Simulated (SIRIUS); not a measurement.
Runs of SIRIUS 7.12.0 on W. Symmetry: Im-3m, No. 229, cubic system. Conventional cell: a = 3.165 Å, b = 3.165 Å, c = 3.165 Å, α = 90.00°, β = 90.00°, γ = 90.00°. W (site symmetry m-3m) is surrounded by 8 W at 2.74 Å. 

| level | gap on the mesh (eV) | pressure (GPa) |
| --- | --- | --- |
| RPBE | none | 9.6 |
| AM05 | none | -3.5 |
| revPBE | none | 8.6 |
| BLYP | none | (a) |
| PW91 | none | 6.0 |
| PBEsol | none | -2.1 |
| rPW86PBE | none | 15.0 |
| BP86 | none | 6.4 |
| LDA | none | (b) |
| WC | none | -0.7 |

Alike in all rows: task single point; potentials or basis PseudoDojo 0.4.1 PBE standard (scalar relativistic); no spin polarisation; cell as given; k mesh 12 × 12 × 12; cutoff (eV) 1030; smearing fermi-dirac 0.05 eV.

Question: Estimate the missing entries.

Answer: (a) 15.4; (b) -7.5.

Caveats: the potentials were made for another functional, which shifts forces and pressure.

A k mesh can miss the band edges, and the runs leave out spin-orbit coupling on W.

A gap of «none» marks a metal or a gap under the smearing width.

Runs at the PBE level aren't shown here.
